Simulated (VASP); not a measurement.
GaAs:

```
Ga As
1.0
     3.32867    0.00000    0.00000
     0.00000    3.32867    0.00000
     0.00000    0.00000    3.32867
Ga As
1 1
Direct
  0.00000 0.00000 0.00000
  0.50000 0.50000 0.50000
```

The cell was built by a generator and needn't be a form met in nature.

Base run:

- Program: VASP 6.6.1
- Functional: PBE
- Potentials or basis: VASP PAW PBE potentials, release 64 (Ga_d, As)
- Cutoff: 520 eV
- k mesh: 6 × 6 × 6
- Occupations: fermi-dirac, width 0.02 eV
- Spin: no spin polarisation

Its results: band gap on the k mesh none (metal or under the smearing width); pressure 2.7 GPa.

Task: The run is repeated on the same cell with these changes: functional from PBE to r2SCAN. What comes out?

Result: Band gap on the k mesh none (metal or under the smearing width); pressure 0.4 GPa.

Caveats: the PAW data sets were made with another functional, which shifts forces and pressure a little (some runs).
